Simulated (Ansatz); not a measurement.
Ansatz input file:

```yaml
crystal:
  lattice:
    - [2.5061138139, 0.0, 0.0]
    - [-1.2530569069, 2.1703582276, 0.0]
    - [0.0, 0.0, 25.5926876535]
  atoms:
    - { symbol: B, position: [0.6666666667, 0.3333333333, 0.332126118] }
    - { symbol: "N", position: [0.3333333333, 0.6666666667, 0.3322402186] }
    - { symbol: B, position: [0.3333333333, 0.6666666667, 0.4620997192] }
    - { symbol: "N", position: [0.0, 0.0, 0.462144563] }
    - { symbol: B, position: [0.0, 0.0, 0.5919331793] }
    - { symbol: "N", position: [0.6666666667, 0.3333333333, 0.5920079011] }
    - { symbol: B, position: [0.6666666667, 0.3333333333, 0.6529628122], spin: 1.0 }
basis:
  ecutwfc: 420
kpoints:
  mp_grid: { grid: [12, 12, 1] }
hamiltonian:
  xc: pbe
  dispersion: d3bj
scf:
  occupations: { method: gaussian, width: 0.05 }
output:
  forces: true
  eigenvalues: true
  populations: true
magnetization:
  spin_polarized: true
relax:
  adjacent_minimum: "off"
  f_tol: 0.02
  max_steps: 25
  constraints: [{ sites: [0, 1, 2, 3, 4, 5] }, { site: 6, fix: xy }]
efield:
  axis: 3
  dipole_correction: true
  ramp_width: 0.04
```

Launched with
```bash
ansatz run input.yaml --threads 1 --pin off --max-ram 2560MiB --backend cpu --events-out ev --progress --plain --runs-dir out
```

Method: Ansatz, DFT PBE+D3(BJ), scalar-relativistic, plane waves, PAW.

From the run's log, abridged (final results; tables in files aren't shown):

```
SCF converged after 12 iterations
Magnetization: 0.0000 μB (13.5000 up, 13.5000 down)
Absolute magnetization: 0.0000 μB (∫|ρ↑−ρ↓|, with the PAW one-centre terms)
Spin contamination: 0.0000 ħ² per cell (⟨S²⟩ above its minimum at these occupations)
Per-site moments (μB) at R_I (Å): [(6.14080158e-9, 0.59684972), (-1.37956851e-8, 0.59684972), (8.64220817e-9, 0.59684870), (-4.41432267e-8, 0.59684870), (-7.66430309e-7, 0.59684903), (8.96727930e-7, 0.59684903), (2.83268579e-6, 0.79302267)]
Free energy (F): -1780.341603 eV
Harris-Foulkes:  -1780.341603 eV  (|F-HF|=8.16e-11)
Internal energy: -1780.341202 eV  (E = F + TS)
E sigma→0 (E₀):  -1780.341402 eV
Entropy (-TS):   -0.000402 eV (-0.057 meV/atom)
Fermi energy:    2.366453 eV
Dipole field:    D = -0.107594 V/Å  (p = -0.082770 e·Å, saw-weighted, corrected)
Work function:   Φ+ = 4.3260 eV   Φ− = 1.5724 eV
Levels:          The Fermi level and band energies are counted from a zero that moves with the ramp; work functions are not
--- Per-component energies (eV) ---
  E_band       = -225.858519
  E_kinetic    = 588.230440
  E_local      = -18693.341687  (includes V_loc(G=0)·N_el)
  E_nonlocal   = 187.904428
  E_hartree    = 9070.047855
  E_xc         = -305.695792
  E_vxc        = -377.388524  (∫ρ·V_xc dr)
  E_paw        = -698.606421  (= ΣΔE_a)
  E_vpaw       = -70.798534  (= ΣTr[D̂ρ^β])
  E_aug_tail   = 0.000296  (compensation charges beyond the density's cutoff)
  E_efield     = 0.004453  (sawtooth field / dipole correction)
  E_vefield    = -0.560766  (∫n·V_field dr)
  E_ewald      = 8072.148943
  E_disp       = -1.033715  (pairwise vdW)
  E_smearing   = -0.000402  (= −TS)
--- Forces (eV/Å), atoms counted from 1 ---
  atom   1  B      0.00000000     0.00000000     0.05748746
  atom   2  N      0.00000000     0.00000000    -0.05493647
  atom   3  B      0.00000000     0.00000000     0.03919076
  atom   4  N      0.00000000     0.00000000    -0.01809887
  atom   5  B      0.00000000     0.00000000     0.62700178
  atom   6  N      0.00000000     0.00000000    -0.64742712
  atom   7  B      0.00000000     0.00000000    -0.00322787
--- Band table (eV; the first three rows and the last of 38) ---
  k-point 0 ↑: bands = ["-20.1186", "-19.5678", "-19.3860", "-9.7908", "-7.5650", "-6.5510", "-4.6596", "-3.5204", "-3.5204", "-3.2185", "-3.2185", "-3.1064", "-3.1064", "2.4529", "3.1557", "4.5223", "5.2021", "6.4674", "6.7015", "7.7096", "8.3507"]
  k-point 1 ↑: bands = ["-19.9838", "-19.4336", "-19.2537", "-9.6121", "-7.3827", "-6.3790", "-4.5426", "-4.0315", "-3.7768", "-3.7759", "-3.6636", "-3.4764", "-3.3639", "2.6489", "3.3756", "4.7422", "5.3945", "6.6491", "6.8979", "7.7633", "8.5388"]
  k-point 2 ↑: bands = ["-19.5870", "-19.0384", "-18.8640", "-9.0819", "-6.8462", "-5.8988", "-5.5129", "-5.1832", "-5.0698", "-4.3997", "-4.1050", "-3.9917", "-3.9579", "3.1926", "4.0092", "5.3474", "5.8549", "6.8204", "7.3927", "7.6904", "8.1513"]
  k-point 18 ↓: bands = ["-16.4554", "-15.8768", "-15.7673", "-10.1009", "-9.7749", "-9.6744", "-9.4010", "-9.0355", "-8.9324", "-4.0833", "-1.9079", "-1.8253", "-0.2006", "0.9680", "2.3668", "2.7600", "2.8830", "4.6805", "7.5336", "10.4054", "10.5265"]
--- Relaxed structure (7 steps of the walk, 7 accepted, 0 SCFs on fresh bases) ---
  F+E_penalty+E_count = -1780.34160332 eV   max|allowed force component| = 3.228e-3 eV/Å
  atoms:
    - { symbol: B, position: [0.66666666, 0.33333333, 0.33212611] }
    - { symbol: N, position: [0.33333333, 0.66666666, 0.33224021] }
    - { symbol: B, position: [0.33333333, 0.66666666, 0.4620997192] }
    - { symbol: N, position: [0.0, 0.0, 0.46214456] }
    - { symbol: B, position: [0.0, 0.0, 0.59193317] }
    - { symbol: N, position: [0.66666666, 0.33333333, 0.59200790] }
    - { symbol: B, position: [0.66666666, 0.33333333, 0.66712620] }
--- Löwdin populations: 7 sites ---
  site symbol q [e]    m [muB]
     0      B      2.5900     0.0000
     1      N      5.3419     0.0000
     2      B      2.6093     0.0000
     3      N      5.3355     0.0000
     4      B      2.6797     0.0000
     5      N      5.2540     0.0000
     6      B      2.9849     0.0000
  spilling = 0.007581 (of n_electrons = 27.000000)
```

The relaxation met its thresholds.

Time: 4.7 min on 1 thread of Intel(R) Xeon(R) Processor @ 2.50GHz (Skylake/Cascade Lake), with other jobs on the host, peak memory 0.43 GiB.

An atom lies near a switch of its D3 coefficient C6 between reference coordination numbers, so the dispersion energy changes steeply there and can make or shift the minimum.